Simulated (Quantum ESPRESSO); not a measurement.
WS2:

```
W S
1.0
     0.00000    3.00794    3.00794
     3.00794    0.00000    3.00794
     3.00794    3.00794    0.00000
W S
1 2
Cartesian
  0.0000 0.0000 0.0000
  1.5040 1.5040 1.5040
  4.5119 4.5119 4.5119
```

Measurements of this composition are mostly on another form, of space group No. 194.

Program: Quantum ESPRESSO 7.5. Alike in all runs: task single point; spin collinear, ferromagnetic start; cell as given; k mesh 6 × 6 × 6; smearing gaussian 0.05 eV.

Question: Order these runs on this cell by their pressure, lowest first.
A. level LDA+U; potentials or basis GBRV 1.5 LDA; U W d U = 6 eV; cutoff (eV) 762; form of the LDA correlation PZ81
B. level LDA+U; potentials or basis GBRV 1.5 LDA; U W d U = 4 eV; cutoff (eV) 762; form of the LDA correlation PZ81
C. level LDA; potentials or basis JTH 2.0 LDA; cutoff (eV) 612; form of the LDA correlation PW92
D. level LDA+U; potentials or basis GBRV 1.5 LDA; U W d U = 8 eV; cutoff (eV) 762; form of the LDA correlation PZ81
E. level LDA+U; potentials or basis GBRV 1.5 LDA; U W d U = 2 eV; cutoff (eV) 762; form of the LDA correlation PZ81

Answer: C (-13.9 GPa), E (-10.7 GPa), B (-7.9 GPa), A (-5.5 GPa), D (-2.9 GPa).

Caveats: the cutoff is low for these files, which shifts pressure and relaxed volume (some runs).

Runs at the PBE level aren't shown here.
